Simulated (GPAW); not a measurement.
Input of a GPAW 26.7.0 run:

run.py

```python
from ase import Atoms
from ase.calculators.mixing import SumCalculator
from ase.filters import FrechetCellFilter
from ase.io import write
from ase.optimize import BFGS
from dftd3.ase import DFTD3
from gpaw import GPAW, PW

atoms = Atoms(['Cl', 'Na'],
              cell=[[3.50219, 0.0, 0.0],
                    [0.0, 3.50219, 0.0],
                    [0.0, 0.0, 3.50219]],
              scaled_positions=[[0.5, 0.5, 0.5],
                                [0.0, 0.0, 0.0]],
              pbc=True)

calc = GPAW(mode=PW(800),
            xc='PBE',
            kpts={'size': (8, 8, 8), 'gamma': True},
            occupations={'name': 'fermi-dirac', 'width': 0.05},
            nbands=15,
            convergence={'density': 1e-05, 'forces': 0.0001},
            maxiter=150,
            txt='gpaw.txt')
atoms.calc = SumCalculator([calc, DFTD3(method='pbe', damping='d3bj')])
opt = BFGS(FrechetCellFilter(atoms), trajectory='relax.traj', logfile='-')
done = opt.run(fmax=0.02, steps=60)
calc.write('gs.gpw')
write('result.traj', atoms)
print('Converged:', done)
print('Cell:', atoms.cell.cellpar().round(4))
print('Volume:', round(atoms.get_volume(), 4))
print(atoms.get_scaled_positions().round(5))
```

Potentials or basis: GPAW PAW data sets (gpaw-data 1.2.1), pw.

Command:

```sh
$ OMP_NUM_THREADS=1 python run.py
```

Task: Estimate the relaxed cell.

Result: a = 3.429 Å, b = 3.429 Å, c = 3.429 Å, α = 90.00°, β = 90.00°, γ = 90.00°.

Task: What does it give for the space group after relaxing (to 0.05 Å)?

Result: Pm-3m (No. 221).

Task: Predict the band gap on the k mesh.

Result: 4.20 eV, indirect (least direct gap 4.75 eV).

Step by step:
```
step  energy change (eV)  largest force (eV/Å)  pressure (GPa)  volume (Å³)
   1              0.0000                0.0000           -1.54        42.96
   2             -0.0017                0.0000           -1.44        42.77
   3             -0.0120                0.0000            0.13        40.33
```

Caveat: later steps reuse the first step's grids. A k mesh can miss the band edges.
